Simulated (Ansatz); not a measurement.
## MoP: zone-centre modes at 9 GPa

Level of theory: Ansatz 0.2.0, DFT PBE, scalar-relativistic, plane waves, PAW. Cutoff 420 eV, 18×18×14 k-points (Γ-centred), Fermi-Dirac smearing of 0.15 eV. No spin polarisation. Phonons by linear response, acoustic sum rule imposed.

The cell, relaxed at 9 GPa:
```xyz
2
Lattice="3.1938 0.0000 0.0000 -1.5969 2.7659 0.0000 0.0000 0.0000 3.1698" Properties=species:S:1:pos:R:3 pbc="T T T"
Mo    0.0000    0.0000    0.0000
P     0.0000    1.8439    1.5849
```

In a metal, frequencies and elastic constants depend on the k mesh and the smearing, soft modes and shear constants most. Other phases may be more stable at this pressure.

Q: Is this structure stable against zone-centre distortions?

A: Yes, at Γ: no optical mode is imaginary. Strains and other wave vectors aren't tested by this run.

Q: List the optical modes at Γ (i marks imaginary ones).

A:
```
frequency (THz) degeneracy
          12.54           2
          12.55           1
```

Cost: 1 run of about 1.7 core-minutes, on Intel Xeon Platinum 8488C (Sapphire Rapids) (shared hosts).